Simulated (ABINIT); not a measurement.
Here is an ABINIT 10.8.3 (patched build) calculation.

Contents of run.abi:

```
# Pseudopotentials
pp_dirpath "./"
pseudos "W.GGA_PBE-JTH.xml, S.GGA_PBE-JTH.xml"

# Structure
acell 3*1.0 Angstrom
rprim
     1.5790000000     0.9116360751     6.1633333333
    -1.5790000000     0.9116360751     6.1633333333
     0.0000000000    -1.8232721501     6.1633333333
ntypat 2
znucl 74 16
natom 3
typat 1 2 2
xred
     0.0000000000     0.0000000000     0.0000000000
     0.5810000000     0.5810000000     0.5810000000
     0.7503000000     0.7503000000     0.7503000000

# Plane-wave basis
ecut 24.0
pawecutdg 46.0
pawxcdev 0

# k points
kptopt 1
ngkpt 10 10 10
nshiftk 1
shiftk 0.0 0.0 0.0

# Exchange and correlation
ixc 23

# Bands and occupations
nband 17
occopt 3
tsmear 0.05 eV

# SCF cycle
nstep 100
tolvrs 1.0e-9

# Output
iomode 3
prtwf 0
prtden 0
prteig 0
prtebands 0
enunit 1
```

Potentials or basis: JTH PAW PBE v2.0.

Run with:

```console
$ abinit run.abi > log 2>&1
```

**Question.** What does it give for the pressure?

**Answer.** 0.4 GPa.

**Question.** Estimate the largest force.

**Answer.** 0.601 eV/Å.

**Question.** Predict the band gap on the k mesh.

**Answer.** 1.02 eV, indirect (least direct gap 2.23 eV).

Stress tensor (GPa, compression positive):
```
0.18 0.00 0.00
0.00 0.18 0.00
0.00 0.00 0.80
```

Caveat: the PAW data sets were made with another functional, which shifts forces and pressure a little; spin-orbit coupling is left out, which moves the levels of the heavy elements. A k mesh can miss the band edges.
